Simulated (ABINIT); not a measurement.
# Ag: band structure with rSCAN

Ag:

```
Ag
1.0
     0.00000    2.04275    2.04275
     2.04275    0.00000    2.04275
     2.04275    2.04275    0.00000
Ag
1
Direct
  0.00000 0.00000 0.00000
```

| Item | Value |
| --- | --- |
| Program | ABINIT 10.8.3 (patched build) |
| Task | band structure |
| Functional | rSCAN |
| Potentials or basis | JTH PAW PBE v2.0 |
| Cutoff | 544 eV |
| k mesh | 11 × 11 × 11 |
| Occupations | fermi-dirac, width 0.05 eV |
| Spin | no spin polarisation |
| Fine-grid cutoff | 1088.46 eV |

```json
{
 "Pressure": "0.7 GPa",
 "Band gap on the k mesh": "none (metal or under the smearing width)",
 "Valence electrons inside the program's atomic spheres": "Ag 9.84 (radii [1.331] Å)"
}
```

Levels at the corners of the path, in eV from the Fermi level:
```
point  band 2  band 3  band 4  band 5  band 6  band 7  band 8  band 9
    Γ   -5.41   -5.41   -5.41   -4.36   -4.36   16.96   20.58   20.58
    X   -6.94   -3.58   -3.33   -3.33    1.46    6.70   10.99   10.99
    W   -5.67   -5.67   -4.34   -3.33    5.93    5.93    7.09    8.19
    K   -6.19   -4.65   -4.13   -3.61    4.19    5.24    7.14   13.14
    Γ   -5.41   -5.41   -5.41   -4.36   -4.36   16.96   20.58   20.58
    L   -5.43   -5.43   -3.54   -3.54   -0.63    3.44   16.06   18.64
    U   -6.19   -4.65   -4.13   -3.61    4.19    5.24    7.14   13.14
    W   -5.67   -5.67   -4.34   -3.33    5.93    5.93    7.09    8.19
    L   -5.43   -5.43   -3.54   -3.54   -0.63    3.44   16.06   18.64
    K   -6.19   -4.65   -4.13   -3.61    4.19    5.24    7.14   13.14
```

Wall time 58 s on 1 thread of Arm Neoverse V1, on a shared host, peak memory 0.11 GiB.

Caveat: the PAW data sets were made with another functional, which shifts forces and pressure a little.
